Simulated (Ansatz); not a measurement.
# HfO2: the cost of one run

Computed with Ansatz 0.2.0 (DFT PBEsol, scalar-relativistic, plane waves, PAW, unless a step's input says otherwise).

3 further runs of the same task are left out: 3 set aside as unsound or not needed.

### 1 Starting point

The structure is cubic, space group Fm-3m (No. 225). The conventional cell has a = 5.044 Å, b = 5.044 Å, c = 5.044 Å, α = 90.00°, β = 90.00°, γ = 90.00°. Hf (site symmetry m-3m) is surrounded by 8 O at 2.18 Å. Around O (site symmetry -43m) lie 4 Hf at 2.18 Å.

As a file:

```
CELL_PARAMETERS angstrom
0.00000 2.52188 2.52188
2.52188 0.00000 2.52188
2.52188 2.52188 0.00000
ATOMIC_POSITIONS crystal
Hf 0.00000 0.00000 0.00000
O 0.25000 0.25000 0.25000
O 0.75000 0.75000 0.75000
```

This cell was relaxed beforehand with the same method: volume 10.69 Å³/atom, gap on the mesh 3.69 eV.

### 2 The cell under 6 GPa

What is minimised here is the enthalpy; the energy can go up as the cell is squeezed.

input.yaml

```yaml
crystal:
  lattice:
    - [0.0, 2.5218796372, 2.5218796372]
    - [2.5218796372, 0.0, 2.5218796372]
    - [2.5218796372, 2.5218796372, 0.0]
  atoms:
    - { symbol: Hf, position: [0.0, 0.0, 0.0] }
    - { symbol: O, position: [0.25, 0.25, 0.25] }
    - { symbol: O, position: [0.75, 0.75, 0.75] }
basis:
  ecutwfc: 420
kpoints:
  mp_grid: { grid: [8, 8, 8] }
hamiltonian:
  xc: pbesol
scf:
  occupations: { method: fixed }
output:
  forces: true
  stress: true
  eigenvalues: true
relax:
  adjacent_minimum: "off"
  f_tol: 0.001
  max_steps: 60
  cell: { stress_tol: 0.02, p_target: 6.0 }
```

Launch:

```
$ ansatz run input.yaml --threads 1 --pin off --max-ram 3072MiB --backend cpu --events-out ev --progress --plain --runs-dir out
```

Q: Estimate wall time and peak memory on 1 thread of AMD EPYC 9R45 (Zen 5), shared host.

About 3.4 s, with a peak of 0.37 GiB.
